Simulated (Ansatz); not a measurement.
## Al: moving Al off its site

Al, Im-3m, a = 3.213 Å. This isn't the element's structure at ambient conditions. Ansatz: PBEsol, PAW, 420 eV, Γ-centred 14×14×14 mesh on 8 atoms, Gaussian smearing 0.15 eV; no spin polarisation.

```yaml
crystal:
  lattice:
    - [3.21288, -3.21288, -3.21288]
    - [-3.21288, 3.21288, -3.21288]
    - [3.21288, 3.21288, 3.21288]
  atoms:
    - { symbol: Al, position: [0.50000, 0.50000, 0.00000] }
    - { symbol: Al, position: [0.50000, 0.00000, 0.00000] }
    - { symbol: Al, position: [0.00000, 0.50000, 0.00000] }
    - { symbol: Al, position: [0.00000, 0.00000, 0.00000] }
    - { symbol: Al, position: [0.50000, 0.50000, 0.50000] }
    - { symbol: Al, position: [0.50000, 0.00000, 0.50000] }
    - { symbol: Al, position: [0.00000, 0.50000, 0.50000] }
    - { symbol: Al, position: [0.00000, 0.00000, 0.50000] }
```

Atom 1 (Al) moves by x along the unit vector (0.000, 0.000, 1.000), with its periodic images; all else is held. y is the free energy of the cell over the start, F the force along the path summed over the moved atoms.

```tsv
x (Å)	y (meV)	F (eV/Å)
-0.100	?	?
-0.060	7.63	0.25
-0.020	0.85	0.08
0.000	0.00	0.00
0.040	3.39	-0.17
0.080	13.57	-0.34
```

Fit y = c2 x² + c3 x³ + c4 x⁴ to the energies of the other rows, give the force constant, and predict energy and force of the missing row.

Least squares on the rows shown. y = 2118.7 x² + 1.2512 x³ + 232.00 x⁴. The force constant is 2 c2 = 4.24 eV/Å² (for all images moving together, not for a lone atom). The force −dy/dx at the missing row is 0.42 eV/Å (computed 0.42). At x = -0.100 the fit asked for gives 21.21 meV. The run gave 21.21 meV, the same to the digits shown. The form still works here, 29 % of the fitted range beyond its end.

The well is harmonic to within the printed precision: the quadratic term carries practically all of the energy, and the forces grow in proportion to the displacement on both sides. Inversion symmetry at the bcc site forbids a cubic term, so the fitted 1.2512 is numerical residue, and the quartic coefficient is also poorly determined because its contribution is close to the rounding of the energies. The restoring force reflects the resistance of the surrounding ions to a change in spacing, softened by the screening of the nearly free sp electrons. Cubic site symmetry makes the harmonic constant of 4.24 eV/Å² the same in every direction.

That positive curvature doesn't establish that bcc Al is dynamically stable. Displacing one sublattice mixes phonons from all wavevectors that fit the cell, so stiff longitudinal modes can outweigh a soft or unstable transverse one. Bcc Al is known to have such transverse instabilities near ambient pressure, and only the separate phonon modes would reveal them here.
